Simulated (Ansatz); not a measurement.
CoO: a prediction, then the measurements

These are results of Ansatz 0.2.0, DFT PBE, scalar-relativistic, plane waves, PAW, not measurements.

Settings: cutoff 420 eV, Γ-centred mesh 16×16×16 on the computed 2-atom cell, Gaussian smearing of 0.10 eV; collinear spin from starting moments 2.74 0.35 μB.

Relaxed structure, symmetry kept:

```cif
data_structure
_symmetry_space_group_name_H-M 'Fm-3m'
_symmetry_Int_Tables_number 225
_cell_length_a 4.2483
_cell_length_b 4.2483
_cell_length_c 4.2483
_cell_angle_alpha 90.000
_cell_angle_beta 90.000
_cell_angle_gamma 90.000
_cell_volume 76.67
loop_
_atom_site_label
_atom_site_type_symbol
_atom_site_symmetry_multiplicity
_atom_site_Wyckoff_symbol
_atom_site_fract_x
_atom_site_fract_y
_atom_site_fract_z
_atom_site_occupancy
Co1 Co 4 a 0.00000 0.00000 0.00000 1
O1 O 4 b 0.50000 0.00000 0.00000 1
```

| Item | Value |
| --- | --- |
| Space group | Fm-3m (No. 225) |
| Volume per atom | 9.58 Å³ |
| Formation energy from the elements' standard states (uncorrected) | -0.489 eV/atom |
| Kohn–Sham band gap | none (metal) |
| Density of states at the Fermi level | 3.63 states/eV per cell |
| Löwdin character within 0.5 eV of the Fermi level | Co 3d 88 %, O 2p 12 % |
| Bader charges (e) | Co (1 in the cell) 1.24, O (1 in the cell) -1.24 |
| Total moment | 2.93 μB per cell |
| Site moments (μB; atoms counted from 1 over the whole cell) | Co (atom 1) 2.49, O (atom 2) 0.32 |

The cell holds one magnetic atom, so it can only be ferromagnetic; an antiferromagnetic order may lie lower.

Only this magnetic start was tried.

**Experimental background.**

“Disentangling orbital and spin exchange interactions for Co^2+ on a rocksalt lattice”, 2018, arxiv:1807.05012 reports, for a powder of CoO at 300 K: lattice constant a 4.2594 ± 0.0004 Å.

Measured lattice constant a of CoO: 4.2594 Å (300 K; powder; the paper above). This calculation gives 4.248 Å (-0.3 %). 2 values of this kind are on record (4.2594 to 4.261 Å); this one was drawn at random, those with a stated uncertainty first. The calculation is for 0 K without zero-point motion. The calculated magnetic order may not be the real one, and cell, gap and energy hang on it, so these differences aren't the functional's alone.